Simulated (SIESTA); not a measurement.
Au in SIESTA: convergence with basis size

The system is Au, a slab with vacuum.

```xyz
5
Lattice="2.8226 0.0000 0.0000 -1.4113 2.5559 0.0000 0.0000 0.0000 24.7863" Properties=species:S:1:pos:R:3 pbc="T T T"
Au    1.4113    0.8451    7.5000
Au    0.0000    1.7108    9.9466
Au    1.4113    0.8451   12.3932
Au    0.0000    1.7108   14.8398
Au    1.4113    0.8451   17.2863
```

The slab is cut from a database's or a generator's crystal, which needn't be the stable form of the element.

```yaml
Program: SIESTA 5.4.2
Task: single point
Functional: RPBE
Potentials_or_basis: PseudoDojo 0.4 standard (PBE files)
Basis: SZ (energy shift 0.003 Ry)
Grid_cutoff: 800 Ry
Energy_shift: 0.003 Ry
k_mesh: 8 × 8 × 1
Occupations: fermi-dirac, width 0.05 eV
Spin: no spin polarisation
```

These are the settings of the first run; the series varies basis size, with any setting tied to it.

Hardware: 1 thread of Arm Neoverse V2 (shared host).

```
basis size  energy less the tightest run, at zero smearing (meV/atom)  largest force (eV/Å)  SCF cycles  CPU time (s)  peak memory (GiB)
        SZ                                                    3483.30                 1.686          10            21               0.33
       SZP                                                     362.33                 0.190          13            50               0.42
        DZ                                                     584.66                 0.468          13            35               0.36
       DZP                                                     132.32                 0.426          16            76               0.46
      DZDP                                                      50.90                 0.398          15            96               0.51
       TZP                                                      76.12                 0.377          17           110               0.51
      TZDP                                                      15.01                 0.375          17           140               0.56
      TZTP                                                       0.00                 0.383          16           170               0.63
```

Not settled before the last step: the energy (to 1 meV/atom), the largest force (to 0.005 eV/Å). The tightest run that finished is the yardstick and may itself not be fully converged.

Caveat, for the tightest run too: the potentials were made for another functional, which shifts forces and pressure; the basis of atomic orbitals isn't converged, which shifts pressures, moduli and gaps. Spin-orbit coupling is left out, which matters for the levels of Au.
